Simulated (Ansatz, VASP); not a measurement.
# Two plane-wave programs on RbBr

Contents of INCAR:

```
PREC     = Accurate       # precision mode
ENCUT    = 520            # plane-wave cutoff, eV
EDIFF    = 1E-8           # SCF threshold, eV
ISMEAR   = -1             # smearing method
SIGMA    = 0.05           # smearing width, eV
LREAL    = False          # projectors in reciprocal space
LASPH    = True           # aspherical terms in the spheres
NELM     = 60             # most SCF steps
ALGO     = Normal         # electronic algorithm
ISIF     = 2              # what is computed and relaxed
LWAVE    = False          # write WAVECAR
LCHARG   = False          # write CHGCAR
GGA      = PE             # functional
LEFG     = True         
NBANDS   = 15             # bands
```

File KPOINTS:

```
regular mesh
0
Gamma
  9 9 9
```

Contents of POSCAR:

```
RbBr
1.0
    0.0000000000      3.5076045653      3.5076045653
    3.5076045653      0.0000000000      3.5076045653
    3.5076045653      3.5076045653      0.0000000000
Rb Br
1 1
Direct
    0.0000000000      0.0000000000      0.0000000000
    0.5000000000      0.5000000000      0.5000000000
```

Input for Ansatz:

```yaml
crystal:
  lattice:
    - [0.0, 3.5076045653, 3.5076045653]
    - [3.5076045653, 0.0, 3.5076045653]
    - [3.5076045653, 3.5076045653, 0.0]
  atoms:
    - { symbol: Rb, position: [0.0, 0.0, 0.0] }
    - { symbol: Br, position: [0.5, 0.5, 0.5] }
kpoints:
  mp_grid: { grid: [9, 9, 9] }
  band_path:
    path:
      - [0.0, 0.0, 0.0]
      - [0.5, 0.0, 0.5]
      - [0.625, 0.25, 0.625]
      - [0.375, 0.375, 0.75]
      - [0.0, 0.0, 0.0]
      - [0.5, 0.5, 0.5]
      - [0.5, 0.25, 0.75]
      - [0.5, 0.0, 0.5]
    npoints: 8
scf:
  occupations: { method: fermi_dirac, width: 0.05 }
hamiltonian:
  xc: pbe
  pseudopotentials: { kind: paw }
output:
  forces: true
  stress: true
  eigenvalues: true
  efg: { contact_densities: true }
  populations: true
  bader: true
  dos: { projected: true, de: 0.2, e_range: [-14, 8] }
  write_density: true
  write_potential: true
  elf: true
  volumetric_format: npy
```

Alike in both runs: task electric field gradients; functional PBE; k mesh 9 × 9 × 9; occupations fermi-dirac, width 0.05 eV; no spin polarisation.

|  | VASP | Ansatz |
| --- | --- | --- |
| version | VASP 6.6.1 | Ansatz 0.2.0 |
| potentials or method | VASP PAW PBE potentials, release 64 (Rb_sv, Br) | PAW with Ansatz's default frozen-core files, scalar-relativistic |
| plane-wave cutoff (eV) | 520 | 420 |
| valence electrons in the cell | 16 | 16 |

|  | VASP | Ansatz | Ansatz less VASP |
| --- | --- | --- | --- |
| gap on the k mesh at the Fermi level (eV) | 4.19 | 4.19 | +0.002 |
| pressure (GPa) | 0.0 | 0.0 | -0.02 |
| Vzz of the field gradient on the site that differs most (V/Å²) | 0.0 | 0.0 | 0.00 |

Ansatz warned: «gradients_without_spin_orbit».

Caveats: an odd mesh through Γ misses points on the zone boundary, where band edges often lie. As with any semilocal functional, this PBE gap is likely too small.
